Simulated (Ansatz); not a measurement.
# Ga: what symmetry allows forces and stress to be

```xyz
2
Lattice="2.7245 0.0000 -0.0170 0.0000 3.0632 0.0000 -1.3418 0.0000 4.0236" Properties=species:S:1:pos:R:3 pbc="T T T"
Ga    2.0267    0.7658    0.9660
Ga   -0.6439    2.2974    3.0406
```

All numbers below come from DFT PBEsol, scalar-relativistic, plane waves, PAW in Ansatz 0.2.0.

Settings: cutoff 420 eV, Γ-centred mesh 16×12×10 on the computed 2-atom cell, Gaussian smearing of 0.10 eV; no spin polarisation.

This distorted cell has space group P2_1/m, with 4 operations.

**Question.** Without a calculation: in which directions can each atom feel a force?

**Answer.** A force must be left unchanged by every operation that keeps its atom in place, so it lies in the space that those operations leave fixed. Atoms that the group maps onto each other feel forces of one size.
| atom | site symmetry | operations at the site | equivalent to atom | allowed force (Cartesian) |
| --- | --- | --- | --- | --- |
| Ga1 | m | 2 | 1 | in the plane normal to (0.00, 1.00, 0.00) |
| Ga2 | m | 2 | 1 | in the plane normal to (0.00, 1.00, 0.00) |

That leaves 2 independent force components of 6. A relaxation in this cell that keeps the symmetry moves the atoms in these directions alone.

**Question.** And the stress tensor?

**Answer.** It must be invariant under the point group, which leaves 4 independent components: yz, xy vanish.

**Question.** Do the computed values obey this?

**Answer.** Yes. Forces (eV/Å):
```
Ga1 -0.005  0.000 -0.521
Ga2  0.005  0.000  0.521
```

Stress (GPa, compression positive, xx yy zz yz xz xy): 1.30 7.14 6.91 0.00 -0.11 0.00. The program imposes the same operations on density, forces and stress, so this confirms the analysis and is no independent test of the calculation.

This form isn't the element's structure at ambient conditions.